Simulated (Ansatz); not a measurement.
# Hf2N: the cost of one run

Method: DFT r2SCAN, scalar-relativistic, plane waves, PAW, in Ansatz 0.2.0.

1 further run of the same task is left out (set aside as unsound or not needed).

## Step 1: The starting structure

The structure is tetragonal, space group P4_2/mnm (No. 136). Conventional cell: a = 5.417 Å, b = 5.417 Å, c = 3.300 Å, α = 90.00°, β = 90.00°, γ = 90.00°. Zr (site symmetry m2m) is surrounded by 3 N at 2.27 Å. N (site symmetry mmm) has 6 Zr at 2.27 Å as nearest neighbours.

As a file:

```xyz
6
Lattice="5.4171 0.0000 0.0000 0.0000 5.4171 0.0000 0.0000 0.0000 3.3004" Properties=species:S:1:pos:R:3 pbc="T T T"
Zr    1.6065    1.6065    0.0000
Zr    3.8105    3.8105    0.0000
Zr    4.3151    1.1020    1.6502
Zr    1.1020    4.3151    1.6502
N     0.0000    0.0000    0.0000
N     2.7085    2.7085    1.6502
```

It goes back to an entry of the Materials Project, which need not be the stable form.

This cell was relaxed beforehand with the same method: volume 16.14 Å³/atom, gap on the mesh none (metal).

## Step 2: Zr → Hf: the starting cell

The start of Hf2N: fractional positions of relaxed Zr2N, cell scaled by 1.000, a guess from tabulated radii.

## Step 3: Quick check of gap, pressure and forces (Hf2N)

Input file input.yaml:

```yaml
crystal:
  lattice:
    - [5.4170524502, 0.0, 0.0]
    - [0.0, 5.4170524502, 0.0]
    - [0.0, 0.0, 3.3004444817]
  atoms:
    - { symbol: Hf, position: [0.296572082, 0.296572082, 0.0] }
    - { symbol: Hf, position: [0.703427918, 0.703427918, 0.0] }
    - { symbol: Hf, position: [0.796572082, 0.203427918, 0.5] }
    - { symbol: Hf, position: [0.203427918, 0.796572082, 0.5] }
    - { symbol: "N", position: [0.0, 0.0, 0.0] }
    - { symbol: "N", position: [0.5, 0.5, 0.5] }
basis:
  ecutwfc: 500
kpoints:
  mp_grid: { grid: [4, 4, 6] }
hamiltonian:
  xc: r2scan
scf:
  occupations: { method: gaussian, width: 0.1 }
output:
  forces: true
  stress: true
  eigenvalues: true
```

Command:

```bash
ansatz run input.yaml --threads 1 --pin off --max-ram 2560MiB --backend cpu --events-out ev --progress --plain --runs-dir out
```

What time and memory should one allow on 1 thread of Intel Xeon at 2.50GHz (Skylake/Cascade Lake), shared host?

About 34 s, with a peak of 0.64 GiB.
